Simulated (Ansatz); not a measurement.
**Random displacements in ZnS**

Method: DFT r2SCAN, scalar-relativistic, plane waves, PAW (Ansatz). Cutoff 500 eV, Γ-centred 6×6×2 k-points, Gaussian smearing of 0.05 eV. No spin polarisation. Energies are free energies at this smearing, counted from the undisturbed cell; pressure is positive in compression.

The undisturbed cell (as given, not relaxed at this level):

```
Zn S
1.0
     3.82270    0.00000    0.00000
    -1.91135    3.31056    0.00000
     0.00000    0.00000   12.52000
Zn S
4 4
Direct
  0.00000 0.00000 0.00000
  0.00000 0.00000 0.50000
  0.33333 0.66667 0.25000
  0.66667 0.33333 0.75000
  0.00000 0.00000 0.18750
  0.00000 0.00000 0.68750
  0.33333 0.66667 0.43750
  0.66667 0.33333 0.93750
```

The atoms are displaced (Å, in the unstrained cell):

| atom | ux | uy | uz |
| --- | --- | --- | --- |
| Zn1 | 0.156 | -0.193 | 0.113 |
| Zn2 | -0.168 | 0.253 | 0.030 |
| Zn3 | -0.285 | -0.037 | 0.115 |
| Zn4 | -0.105 | -0.080 | 0.017 |
| S5 | 0.068 | 0.101 | 0.039 |
| S6 | 0.301 | -0.205 | -0.195 |
| S7 | -0.536 | 0.336 | -0.160 |
| S8 | 0.570 | -0.174 | 0.041 |

The cell is not strained.

Problem. What are the energy change, the stress and the forces?

Solution. ΔE = 281.7 meV/atom; stress (xx, yy, zz, yz, xz, xy; compression positive) (4.32, 0.65, 6.47, 0.14, 1.21, -4.85) GPa; gap on the mesh 2.21 eV.
```
atom Fx (eV/Å) Fy Fz
 Zn1       2.28  -1.35   0.73
 Zn2      -2.16   1.41  -0.29
 Zn3       1.26  -0.36  -1.37
 Zn4       1.32   0.27   0.65
  S5      -1.21   0.10  -0.71
  S6      -1.18  -0.23   1.19
  S7       2.68  -1.59   1.54
  S8      -2.97   1.74  -1.74
```

Cost: 1 run of about 0.45 core-minutes, on Intel Xeon 6975P-C (Granite Rapids) (shared hosts).